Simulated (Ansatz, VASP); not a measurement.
**Al: VASP beside Ansatz**

```
CELL_PARAMETERS angstrom
0.00000 1.60381 1.60381
1.60381 0.00000 1.60381
1.60381 1.60381 0.00000
ATOMIC_POSITIONS crystal
Al 0.00000 0.00000 0.00000
```

Change from the starting cell: volume scaled by 0.5, norm-conserving files.

Alike in both runs: task single point; functional PBE; k mesh 18 × 18 × 18; occupations fermi-dirac, width 0.05 eV; no spin polarisation.

|  | VASP | Ansatz |
| --- | --- | --- |
| version | VASP 6.6.1 | Ansatz 0.2.0 |
| potentials or method | VASP PAW PBE potentials, release 64 (Al) | norm-conserving pseudopotentials, scalar-relativistic |
| plane-wave cutoff (eV) | 520 | 544 |
| valence electrons in the cell | 3 | 3 |

|  | VASP | Ansatz | Ansatz less VASP |
| --- | --- | --- | --- |
| pressure (GPa) | 232.2 | 227.5 | -4.68 |

With one functional, cell and mesh, what is left measures potentials, basis and numerics.

Caveats: the cell as given lies far from equilibrium; so large a pressure means that the cell lies far from this level's equilibrium, or that cutoff or potentials fall short (VASP).
